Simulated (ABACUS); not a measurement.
Cu: equation of state with HCTH407

Cu:

```xyz
1
Lattice="0.0000 1.8075 1.8075 1.8075 0.0000 1.8075 1.8075 1.8075 0.0000" Properties=species:S:1:pos:R:3 pbc="T T T"
Cu    0.0000    0.0000    0.0000
```

| Property | Result |
| --- | --- |
| Program | ABACUS 3.10.1 |
| Task | equation of state |
| Functional | HCTH407 |
| Potentials or basis | SG15 ONCV 1.2 PBE |
| Cutoff | 1252 eV |
| Density cutoff | 5007 eV |
| Basis | plane waves |
| k mesh | 10 × 10 × 10 |
| Occupations | fermi-dirac, width 0.05 eV |
| Spin | no spin polarisation |

The equilibrium volume is 12.16 Å³/atom (rough: see the caveat) and the bulk modulus is 143 GPa (rough).

Energy against volume, from the lowest point:
```tsv
volume (Å³/atom)	energy (meV/atom)
11.102	43.62
11.574	12.70
12.047	0.00
12.519	4.07
```

All runs of the series together: 17 s on 4 threads of AMD EPYC 9R14 (Zen 4), with other jobs on the host.

Caveat: the fit is doubtful: noisy points or a state that changes with volume; the potentials were made for another functional, which shifts forces and pressure.
